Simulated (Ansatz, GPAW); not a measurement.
# A C7 chain between two Pd chains: relaxation, then transmission at several levels

How well does a C7 chain between two Pd chains conduct once its atoms have relaxed, and how much do cheaper levels lose?

Method: Ansatz plane waves; relaxation of the junction with the lead ends held, in the first sound run; inputs show where later runs differ, in GPAW 26.7.0 and Ansatz 0.2.0.

## (1) The starting structure

The cell holds 23 atoms: 16 Pd and 7 C. Cell: a = 9.000 Å, b = 9.000 Å, c = 48.927 Å, α = 90.0°, β = 90.0°, γ = 90.0°. Regions: left lead, 8 atoms (8 Pd); channel, 7 atoms (7 C); right lead, 8 atoms (8 Pd). Vacuum lies along a and b. The structure is stacked along c, and the current runs across the ab planes.

## (2) Relaxation

Transmission follows bond lengths closely, so the atoms between the held lead ends are relaxed first, from a slightly shaken start that lets symmetry break.

File input.yaml:

```yaml
crystal:
  lattice:
    - [9.0, 0.0, 0.0]
    - [0.0, 9.0, 0.0]
    - [0.0, 0.0, 48.927]
  atoms:
    - { symbol: Pd, position: [0.5, 0.5, 0.0255482658] }
    - { symbol: Pd, position: [0.5, 0.5, 0.0766447974] }
    - { symbol: Pd, position: [0.5, 0.5, 0.1277413289] }
    - { symbol: Pd, position: [0.5, 0.5, 0.1788378605] }
    - { symbol: Pd, position: [0.5, 0.5, 0.2299343921] }
    - { symbol: Pd, position: [0.5, 0.5, 0.2810309236] }
    - { symbol: Pd, position: [0.501844202, 0.5007253354, 0.3320918981] }
    - { symbol: Pd, position: [0.492270213, 0.5014383139, 0.3819202405] }
    - { symbol: C, position: [0.5030330707, 0.5020198852, 0.4217181045] }
    - { symbol: C, position: [0.5027589945, 0.5009950482, 0.4460206013] }
    - { symbol: C, position: [0.498976459, 0.5050269076, 0.473379384] }
    - { symbol: C, position: [0.4992395873, 0.4975849517, 0.4985587205] }
    - { symbol: C, position: [0.4989781404, 0.5008551722, 0.5260834369] }
    - { symbol: C, position: [0.4988176385, 0.4979439495, 0.5514580402] }
    - { symbol: C, position: [0.4955194467, 0.5001739497, 0.5795941049] }
    - { symbol: Pd, position: [0.4974436237, 0.4998486942, 0.6185034086] }
    - { symbol: Pd, position: [0.4966910853, 0.4945961949, 0.6676108432] }
    - { symbol: Pd, position: [0.5, 0.5, 0.7189690764] }
    - { symbol: Pd, position: [0.5, 0.5, 0.7700656079] }
    - { symbol: Pd, position: [0.5, 0.5, 0.8211621395] }
    - { symbol: Pd, position: [0.5, 0.5, 0.8722586711] }
    - { symbol: Pd, position: [0.5, 0.5, 0.9233552026] }
    - { symbol: Pd, position: [0.5, 0.5, 0.9744517342] }
kpoints:
  mp_grid: { grid: [1, 1, 2] }
hamiltonian:
  xc: pbe
scf:
  occupations: { method: fermi_dirac, width: 0.1 }
relax:
  f_tol: 0.03
  max_steps: 80
  constraints: [{ sites: [0, 1, 2, 3, 4, 5, 17, 18, 19, 20, 21, 22] }]
```

Command:

```console
$ ansatz run input.yaml --threads 4 --pin off --max-ram 8192MiB --backend cpu --events-out ev --progress --plain --runs-dir out
```

Numbers of over 12 decimals in the logs are rounded to 6 here.

Output:

```text
Engine: ansatz 0.2.0, aarch64-unknown-linux-gnu
Pseudopotentials: kind: paw
Pseudopotential: Pd, paw, valence charge 18, recommended cutoff 420 eV (normal), Pd.paw.azcp
Pseudopotential: C, paw, valence charge 4, recommended cutoff 420 eV (normal), C.paw.azcp
Functional definition: PBE
  parameter kappa = 0.804
  parameter beta = 0.066725
  exchange = pbe_x(kappa = kappa, mu = beta*pi^2/3)
  correlation = pbe_c(beta = beta)
Crystal: 23 atoms, lattice volume = 3963.087 Å³
Basis set: ecut = 420 eV, 77375 PW (Γ), exchange–correlation on 128×128×720 points (8 copies of the dense FFT grid, shifted against one another)
Bands: 190, of which v1, the nominal top of the filled ones, is band 158 counted from 1 (157 counted from 0)
Symmetry: 1 space group operations
Space group: P1 (ITA 1), of the structure as read, at distance tolerance 1.6e-4 Å
k-points: 2
Non-local potential: Pd, projectors of the file, l = 0: 2, l = 1: 2, l = 2: 2, l = 3: 1
Non-local potential: C, projectors of the file, l = 0: 2, l = 1: 2, l = 2: 1
PAW form: soft (Blöchl's): semilocal exchange-correlation on the pseudo side does not see the compensation charge
PAW one-centre angular grid: Pd, 590 points (default); XC on 64 Gauss nodes
PAW one-centre angular grid: C, 110 points (default); XC on 64 Gauss nodes
Initial density: superposition of atomic densities (neutral atoms: chi_scale 0, normalization atom), corrected by the library's trained network
Initial wavefunctions: pseudopotential atomic-orbital guess
Functional: x = pbe(κ = 0.804, μ = 0.219515), c = pbe(β = 0.066725)
SCF iter   1: F=—  HF=-113274.237930 eV  |F-HF|=—  |Δ(HF+E_count)|=         —  Δρ=6.99e-3  dr2=8.81e0  ethr=1.77e-3  ⟨swp⟩=10.0  Hψ=1738  notcnv=0  defer=11
preconditioner: auto → LDOS  [metal: Δε(μ)=0.082 eV  Ē_g=4.772 eV  σ=0.100 eV  W_gap=0.19  n_scr=390 (ndim 8)  ℏωp=8.1 eV  f_vac=0.786  D(μ)=44.65/eV (n_scr^D=186)  β→1.0]
SCF iter   2: F=—  HF=-113273.821558 eV  |F-HF|=—  |Δ(HF+E_count)|=   4.16e-1  Δρ=3.56e-3  dr2=9.70e-1  ethr=1.77e-3  ⟨swp⟩=3.0  Hψ=673  notcnv=0  defer=20
SCF iter   3: F=—  HF=-113273.929003 eV  |F-HF|=—  |Δ(HF+E_count)|=   1.07e-1  Δρ=2.06e-3  dr2=3.39e-1  ethr=3.07e-4  ⟨swp⟩=2.0  Hψ=592  notcnv=0  defer=20
SCF iter   4: F=—  HF=-113273.907660 eV  |F-HF|=—  |Δ(HF+E_count)|=   2.13e-2  Δρ=6.49e-4  dr2=3.50e-2  ethr=1.07e-4  ⟨swp⟩=2.0  Hψ=364  notcnv=0  defer=20
SCF iter   5: F=—  HF=-113273.910228 eV  |F-HF|=—  |Δ(HF+E_count)|=   2.57e-3  Δρ=4.62e-4  dr2=1.49e-2  ethr=1.11e-5  ⟨swp⟩=2.0  Hψ=537  notcnv=0  defer=20
SCF iter   6: F=—  HF=-113273.911431 eV  |F-HF|=—  |Δ(HF+E_count)|=   1.20e-3  Δρ=2.52e-4  dr2=4.81e-3  ethr=4.71e-6  ⟨swp⟩=2.0  Hψ=383  notcnv=0  defer=20
SCF iter   7: F=—  HF=-113273.911589 eV  |F-HF|=—  |Δ(HF+E_count)|=   1.58e-4  Δρ=1.37e-4  dr2=1.47e-3  ethr=1.52e-6  ⟨swp⟩=2.0  Hψ=451  notcnv=0  defer=20
SCF iter   8: F=—  HF=-113273.911722 eV  |F-HF|=—  |Δ(HF+E_count)|=   1.33e-4  Δρ=6.91e-5  dr2=3.19e-4  ethr=4.64e-7  ⟨swp⟩=2.0  Hψ=544  notcnv=0  defer=20
SCF iter   9: F=—  HF=-113273.911715 eV  |F-HF|=—  |Δ(HF+E_count)|=   7.49e-6  Δρ=2.92e-5  dr2=7.46e-5  ethr=1.01e-7  ⟨swp⟩=2.5  Hψ=466  notcnv=0  defer=20
SCF iter  10: F=-113273.911763 eV  HF=-113273.911767 eV  |F-HF|=4.54e-6  |Δ(HF+E_count)|=   5.24e-5  Δρ=1.52e-5  dr2=1.89e-5  ethr=7.12e-9  ⟨swp⟩=5.0  Hψ=1238  notcnv=0
SCF 1 converged in 10 iterations: F = -113273.911763 eV  dr2 = 1.89e-5
  greatest PAW one-centre occupation: 1.000 electrons in one spin orbital (limit 2), on the Pd atom at site 6 (counted from 0), in its partial waves of l = 0
relax step   1: F+E_penalty+E_count = -113273.91176252 eV  Δ(F+E_penalty+E_count) = +0.000e0 eV  max|allowed force component| = 7.532e0 eV/Å  Δτ_max = 0.0000 Å  (10 SCF iters, dr2 threshold 2.25e-5 eV, accepted)
Initial density: handed on by an earlier stage of this run
Initial wavefunctions: those handed on with the density
iter 1 solved again at ethr=7.75e-4 eV; its pass at ethr=3.10e-3 eV (dr2=2.45e0 eV) is discarded
SCF iter   1: F=—  HF=-113274.760282 eV  |F-HF|=—  |Δ(HF+E_count)|=         —  Δρ=4.66e-3  dr2=2.23e0  ethr=7.75e-4  ⟨swp⟩=1.0  Hψ=1180  notcnv=0  defer=20
preconditioner: auto → LDOS  [metal: Δε(μ)=0.027 eV  Ē_g=4.889 eV  σ=0.100 eV  W_gap=0.07  n_scr=390 (ndim 8)  ℏωp=8.1 eV  f_vac=0.788  D(μ)=49.20/eV (n_scr^D=210)  β→1.0]
SCF iter   2: F=—  HF=-113274.729794 eV  |F-HF|=—  |Δ(HF+E_count)|=   3.05e-2  Δρ=4.55e-3  dr2=2.71e0  ethr=7.07e-4  ⟨swp⟩=3.5  Hψ=807  notcnv=0  defer=20
SCF iter   3: F=—  HF=-113274.520703 eV  |F-HF|=—  |Δ(HF+E_count)|=   2.09e-1  Δρ=4.38e-4  dr2=1.25e-2  ethr=7.07e-4  ⟨swp⟩=3.0  Hψ=660  notcnv=0  defer=20
SCF iter   4: F=—  HF=-113274.521245 eV  |F-HF|=—  |Δ(HF+E_count)|=   5.42e-4  Δρ=2.18e-4  dr2=4.96e-3  ethr=3.96e-6  ⟨swp⟩=2.0  Hψ=586  notcnv=0  defer=20
SCF iter   5: F=—  HF=-113274.521400 eV  |F-HF|=—  |Δ(HF+E_count)|=   1.55e-4  Δρ=1.14e-4  dr2=1.33e-3  ethr=1.57e-6  ⟨swp⟩=2.0  Hψ=388  notcnv=0  defer=20
SCF iter   6: F=—  HF=-113274.521523 eV  |F-HF|=—  |Δ(HF+E_count)|=   1.23e-4  Δρ=5.29e-5  dr2=2.26e-4  ethr=4.20e-7  ⟨swp⟩=1.5  Hψ=361  notcnv=0  defer=20
SCF iter   7: F=-113274.521567 eV  HF=-113274.521609 eV  |F-HF|=4.15e-5  |Δ(HF+E_count)|=   8.54e-5  Δρ=2.90e-5  dr2=6.60e-5  ethr=3.16e-8  ⟨swp⟩=3.0  Hψ=1255  notcnv=0
SCF 2 converged in 7 iterations: F = -113274.521567 eV  dr2 = 6.60e-5
  greatest PAW one-centre occupation: 1.000 electrons in one spin orbital (limit 2), on the Pd atom at site 16 (counted from 0), in its partial waves of l = 0
relax step   2: F+E_penalty+E_count = -113274.52156707 eV  Δ(F+E_penalty+E_count) = -6.098e-1 eV  max|allowed force component| = 2.743e0 eV/Å  Δτ_max = 0.0563 Å  (7 SCF iters, dr2 threshold 1.00e-4 eV, accepted)
iter 1 solved again at ethr=7.65e-4 eV; its pass at ethr=3.10e-3 eV (dr2=2.42e0 eV) is discarded
SCF iter   1: F=—  HF=-113274.920724 eV  |F-HF|=—  |Δ(HF+E_count)|=         —  Δρ=4.96e-3  dr2=1.89e0  ethr=7.65e-4  ⟨swp⟩=1.0  Hψ=1226  notcnv=0  defer=20
eigensolver tolerance schedule: the retry pair's looser diagonalisation over-reported the residual by 0.28 of it (diagonalisation noise at 0.10 of the residual, at the tolerance the schedule requests for it); recorded, not acted on — ethr = c·dr2/N_el stays at c = 1.0e-1
preconditioner: auto → LDOS  [metal: Δε(μ)=0.017 eV  Ē_g=4.929 eV  σ=0.100 eV  W_gap=0.04  n_scr=390 (ndim 8)  ℏωp=8.1 eV  f_vac=0.788  D(μ)=49.39/eV (n_scr^D=210)  β→1.0]
SCF iter   2: F=—  HF=-113274.835404 eV  |F-HF|=—  |Δ(HF+E_count)|=   8.53e-2  Δρ=4.27e-3  dr2=2.18e0  ethr=5.97e-4  ⟨swp⟩=3.5  Hψ=694  notcnv=0  defer=20
[...]
SCF iter   7: F=—  HF=-113274.703767 eV  |F-HF|=—  |Δ(HF+E_count)|=   1.02e-4  Δρ=3.78e-5  dr2=1.18e-4  ethr=1.15e-7  ⟨swp⟩=2.0  Hψ=532  notcnv=0  defer=20
SCF iter   8: F=-113274.703786 eV  HF=-113274.703792 eV  |F-HF|=6.17e-6  |Δ(HF+E_count)|=   2.47e-5  Δρ=1.71e-5  dr2=2.13e-5  ethr=3.16e-8  ⟨swp⟩=3.5  Hψ=1243  notcnv=0
SCF 3 converged in 8 iterations: F = -113274.703786 eV  dr2 = 2.13e-5
relax step   3: F+E_penalty+E_count = -113274.70378564 eV  Δ(F+E_penalty+E_count) = -1.822e-1 eV  max|allowed force component| = 6.166e-1 eV/Å  Δτ_max = 0.1135 Å  (8 SCF iters, dr2 threshold 1.00e-4 eV, accepted)
[...]
relax step   4: F+E_penalty+E_count = -113274.78521281 eV  Δ(F+E_penalty+E_count) = -8.143e-2 eV  max|allowed force component| = 6.050e-1 eV/Å  Δτ_max = 0.2000 Å  (9 SCF iters, dr2 threshold 2.38e-5 eV, accepted)
[...]
relax step   5: F+E_penalty+E_count = -113274.86340973 eV  Δ(F+E_penalty+E_count) = -7.820e-2 eV  max|allowed force component| = 2.971e-1 eV/Å  Δτ_max = 0.1953 Å  (10 SCF iters, dr2 threshold 2.29e-5 eV, accepted)
[...]
relax step   6: F+E_penalty+E_count = -113274.88135560 eV  Δ(F+E_penalty+E_count) = -1.795e-2 eV  max|allowed force component| = 1.127e-1 eV/Å  Δτ_max = 0.2000 Å  (9 SCF iters, dr2 threshold 2.13e-5 eV, accepted)
[...]
relax step   7: F+E_penalty+E_count = -113274.88530323 eV  Δ(F+E_penalty+E_count) = -3.948e-3 eV  max|allowed force component| = 2.632e-2 eV/Å  Δτ_max = 0.0416 Å  (9 SCF iters, dr2 threshold 1.83e-6 eV, accepted)
[...]
relax step   8: F+E_penalty+E_count = -113274.88530387 eV  Δ(F+E_penalty+E_count) = -6.429e-7 eV  max|allowed force component| = 2.636e-2 eV/Å  Δτ_max = 0.0000 Å  (4 SCF iters, accepted)
[...]
relax step   9: F+E_penalty+E_count = -113274.88597592 eV  Δ(F+E_penalty+E_count) = -6.721e-4 eV  max|allowed force component| = 2.958e-2 eV/Å  Δτ_max = 0.0376 Å  (11 SCF iters, accepted)
SCF iter   1: F=—  HF=-113274.900116 eV  |F-HF|=—  |Δ(HF+E_count)|=         —  Δρ=1.63e-3  dr2=1.07e-1  ethr=3.49e-4  ⟨swp⟩=4.5  Hψ=789  notcnv=0  defer=21
preconditioner: auto → LDOS  [metal: Δε(μ)=0.060 eV  Ē_g=4.902 eV  σ=0.100 eV  W_gap=0.15  n_scr=390 (ndim 8)  ℏωp=8.1 eV  f_vac=0.786  D(μ)=49.10/eV (n_scr^D=210)  β→1.0]
SCF iter   2: F=—  HF=-113274.888105 eV  |F-HF|=—  |Δ(HF+E_count)|=   1.20e-2  Δρ=7.39e-4  dr2=5.35e-2  ethr=3.39e-5  ⟨swp⟩=2.0  Hψ=718  notcnv=0  defer=21
SCF iter   3: F=—  HF=-113274.885643 eV  |F-HF|=—  |Δ(HF+E_count)|=   2.46e-3  Δρ=2.64e-4  dr2=7.93e-3  ethr=1.69e-5  ⟨swp⟩=2.0  Hψ=639  notcnv=0  defer=21
SCF iter   4: F=—  HF=-113274.885228 eV  |F-HF|=—  |Δ(HF+E_count)|=   4.15e-4  Δρ=6.96e-5  dr2=4.91e-4  ethr=2.51e-6  ⟨swp⟩=2.0  Hψ=528  notcnv=0  defer=21
SCF iter   5: F=—  HF=-113274.885378 eV  |F-HF|=—  |Δ(HF+E_count)|=   1.50e-4  Δρ=4.23e-5  dr2=1.80e-4  ethr=1.56e-7  ⟨swp⟩=2.0  Hψ=545  notcnv=0  defer=21
SCF iter   6: F=—  HF=-113274.885419 eV  |F-HF|=—  |Δ(HF+E_count)|=   4.10e-5  Δρ=1.90e-5  dr2=3.17e-5  ethr=5.69e-8  ⟨swp⟩=2.0  Hψ=532  notcnv=0  defer=21
SCF iter   7: F=—  HF=-113274.886338 eV  |F-HF|=—  |Δ(HF+E_count)|=   9.19e-4  Δρ=1.19e-5  dr2=1.27e-5  ethr=1.00e-8  ⟨swp⟩=2.0  Hψ=548  notcnv=0  defer=21
SCF iter   8: F=—  HF=-113274.886340 eV  |F-HF|=—  |Δ(HF+E_count)|=   2.58e-6  Δρ=6.09e-6  dr2=2.94e-6  ethr=4.01e-9  ⟨swp⟩=2.0  Hψ=541  notcnv=0  defer=21
SCF iter   9: F=—  HF=-113274.886340 eV  |F-HF|=—  |Δ(HF+E_count)|=   9.58e-8  Δρ=3.08e-6  dr2=7.71e-7  ethr=9.30e-10  ⟨swp⟩=2.5  Hψ=548  notcnv=0  defer=21
SCF iter  10: F=—  HF=-113274.886341 eV  |F-HF|=—  |Δ(HF+E_count)|=   9.58e-7  Δρ=1.54e-6  dr2=1.84e-7  ethr=2.44e-10  ⟨swp⟩=2.0  Hψ=555  notcnv=0  defer=21
SCF iter  11: F=-113274.886341 eV  HF=-113274.886341 eV  |F-HF|=1.94e-8  |Δ(HF+E_count)|=   4.54e-8  Δρ=8.10e-7  dr2=5.89e-8  ethr=3.16e-11  ⟨swp⟩=4.0  Hψ=1142  notcnv=0
SCF 10 converged in 11 iterations: F = -113274.886341 eV  dr2 = 5.89e-8
relax step  10: F+E_penalty+E_count = -113274.88634136 eV  Δ(F+E_penalty+E_count) = -3.654e-4 eV  max|allowed force component| = 1.824e-2 eV/Å  Δτ_max = 0.0440 Å  (11 SCF iters, accepted)
SCF converged after 11 iterations
Free energy (F): -113274.886341 eV
Harris-Foulkes:  -113274.886341 eV  (|F-HF|=1.94e-8)
Internal energy: -113273.325065 eV  (E = F + TS)
E sigma→0 (E₀):  -113274.105703 eV
Entropy (-TS):   -1.561277 eV (-67.882 meV/atom)
Fermi energy:    -3.654484 eV
--- Per-component energies (eV) ---
  E_band       = -8929.242632
  E_kinetic    = 8839.390957
  E_local      = -111575.512032  (includes V_loc(G=0)·N_el)
  E_nonlocal   = 3710.894835
  E_hartree    = 49590.036450
  E_xc         = -2974.700371
  E_vxc        = -3715.639969  (∫ρ·V_xc dr)
  E_paw        = -60730.374725  (= ΣΔE_a)
  E_vpaw       = -5368.455541  (= ΣTr[D̂ρ^β])
  E_aug_tail   = 0.003316  (compensation charges beyond the density's cutoff)
  E_ewald      = -133.063493
  E_smearing   = -1.561277  (= −TS)
  E_closure    = 0.000000  (closes the sum)
  Σ components = -113274.886341   (vs F -113274.886341, Δ=0.00e0)
--- Forces (eV/Å), atoms counted from 1 ---
  atom   1  Pd    -0.00071374    -0.00006456    -0.00433117
  atom   2  Pd    -0.00067536    -0.00012702     0.00119669
  atom   3  Pd    -0.00101286     0.00001923     0.03723593
  atom   4  Pd    -0.00318109    -0.00013466    -0.03057591
  atom   5  Pd     0.01650916    -0.00170190     0.00986454
  atom   6  Pd    -0.01082588     0.00003902     0.17989075
  atom   7  Pd    -0.00321439     0.00155251     0.00405028
  atom   8  Pd     0.00369711    -0.00223747    -0.00985166
  atom   9  C      0.00157161     0.00568122     0.01716738
  atom  10  C     -0.00339688    -0.00732344    -0.01410394
  atom  11  C     -0.00045331     0.01416183     0.00525310
  atom  12  C      0.00236921    -0.01824286    -0.00642521
  atom  13  C     -0.00136937     0.01800136     0.01023995
  atom  14  C      0.00241086    -0.01018661    -0.00501298
  atom  15  C     -0.00463933     0.00059995     0.01056200
  atom  16  Pd     0.00336720     0.00194214    -0.01075421
  atom  17  Pd    -0.00202098    -0.00211435    -0.00103247
  atom  18  Pd     0.00368906     0.00683070    -0.18518023
  atom  19  Pd    -0.00514022    -0.01196719    -0.00018024
  atom  20  Pd     0.00157707     0.00277976     0.02521512
  atom  21  Pd     0.00052530     0.00106145    -0.03655671
  atom  22  Pd     0.00058995     0.00089443    -0.00091570
  atom  23  Pd     0.00033928     0.00053175     0.00423263
  max |Σ_I F_I| component: 1.21e-5 eV/Å
--- Relaxed structure (10 steps of the walk, 10 accepted, 0 SCFs on fresh bases) ---
  F+E_penalty+E_count = -113274.88634136 eV   max|allowed force component| = 1.824e-2 eV/Å
  atoms:
    - { symbol: Pd, position: [0.5, 0.5, 0.0255482658] }
    - { symbol: Pd, position: [0.5, 0.5, 0.0766447974] }
    - { symbol: Pd, position: [0.5, 0.5, 0.1277413289] }
    - { symbol: Pd, position: [0.5, 0.5, 0.178838] }
    - { symbol: Pd, position: [0.5, 0.5, 0.2299343921] }
    - { symbol: Pd, position: [0.5, 0.5, 0.2810309236] }
    - { symbol: Pd, position: [0.548326, 0.496212, 0.333274] }
    - { symbol: Pd, position: [0.440106, 0.500641, 0.383256] }
    - { symbol: C, position: [0.479534, 0.499241, 0.420532] }
    - { symbol: C, position: [0.491102, 0.499570, 0.446808] }
    - { symbol: C, position: [0.496122, 0.500360, 0.473356] }
    - { symbol: C, position: [0.499591, 0.502108, 0.499662] }
    - { symbol: C, position: [0.502309, 0.504527, 0.525966] }
    - { symbol: C, position: [0.505248, 0.508994, 0.552517] }
    - { symbol: C, position: [0.510584, 0.518709, 0.578796] }
    - { symbol: Pd, position: [0.527018, 0.552128, 0.616192] }
    - { symbol: Pd, position: [0.481356, 0.459345, 0.666527] }
    - { symbol: Pd, position: [0.5, 0.5, 0.7189690764] }
    - { symbol: Pd, position: [0.5, 0.5, 0.7700656079] }
    - { symbol: Pd, position: [0.5, 0.5, 0.821162] }
    - { symbol: Pd, position: [0.5, 0.5, 0.8722586711] }
    - { symbol: Pd, position: [0.5, 0.5, 0.9233552026] }
    - { symbol: Pd, position: [0.5, 0.5, 0.974452] }
```

The job ended after 4.3 min (4 threads of Arm Neoverse V1, shared host; peak memory 6.2 GiB).

Relaxation path:

```tsv
step	energy less that of the first step (eV)	largest force component (eV/Å)
1	0.0000	7.5324
2	-0.6098	2.7428
3	-0.7920	0.6166
4	-0.8734	0.6050
5	-0.9516	0.2971
6	-0.9696	0.1127
7	-0.9735	0.0263
8	-0.9735	0.0264
9	-0.9742	0.0296
10	-0.9746	0.0182
```

The atoms that moved most (Å):

```tsv
atom	dx	dy	dz	length
Pd16	0.266	0.471	-0.113	0.552
Pd8	-0.469	-0.007	0.065	0.474
Pd7	0.418	-0.041	0.058	0.424
Pd17	-0.138	-0.317	-0.053	0.350
C9	-0.211	-0.025	-0.058	0.221
C15	0.136	0.167	-0.039	0.218
C14	0.058	0.099	0.052	0.126
C10	-0.105	-0.013	0.039	0.112
```

Numbers from this step:

```yaml
free_energy: -113274.8863 eV
smearing_term_ts: 1.561 eV
symmetry_operations: 1
```

The relaxation lowered the energy of the cell by 0.975 eV.

(Continued in part 2 of 4.)

[Logs are printed without paths, hosts, clocks, repeated set-up lines and the standing remarks that a program may print on its own settings, such as how far it seeks lower states.]

[Hosts, paths, dates, database ids (printed as entryN), source tags and the programs' standing remarks are cut or masked in the printed files.]
